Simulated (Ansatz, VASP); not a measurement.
**Ta2N: VASP beside Ansatz**

```
Ta N
1.0
     3.11286    0.00000    0.00000
    -1.55643    2.69582    0.00000
     0.00000    0.00000    4.86984
Ta N
2 1
Direct
  0.33333 0.66667 0.25471
  0.66667 0.33333 0.74529
  0.00000 0.00000 0.00000
```

The cell comes from a database or a generator and needn't be the stable form of this composition.

Alike in both runs: task relaxation of cell and atoms; functional RPBE; dispersion D3(BJ); k mesh 10 × 10 × 6; occupations fermi-dirac, width 0.05 eV; no spin polarisation.

```csv
,VASP,Ansatz
version,VASP 6.6.1,Ansatz 0.2.0
potentials or method,"VASP PAW PBE potentials, release 64 (Ta_pv, N)",Ansatz PAW
plane-wave cutoff (eV),600,420
valence electrons in the cell,27,31
```

```tsv
	VASP	Ansatz	Ansatz less VASP
gap on the k mesh at the Fermi level, each at its own relaxed structure (eV)	none	none	-
relaxed volume (Å³/atom)	11.94	11.92	-0.024
relaxed cell length with the largest relative difference (Å)	4.738	4.734	-0.0037
energy change over the relaxation (meV/atom)	-229	-234	-5.2
```

A gap of «none» marks a metal or a gap that the smearing closes. The two sets of potentials don't hold the same shells in valence.

Caveats: pairwise dispersion overbinds metals, which lowers pressure and volume; the PAW data sets were made with another functional, which shifts forces and pressure a little (VASP); the plane-wave basis is chosen anew once the cell has moved, so the energies of steps on either side of that aren't comparable (Ansatz); the PAW data sets come from PBE, with cores solved anew for the run's functional, which leaves a small shift of forces and pressure (Ansatz). The runs have no spin-orbit coupling, so splittings on Ta are missing.
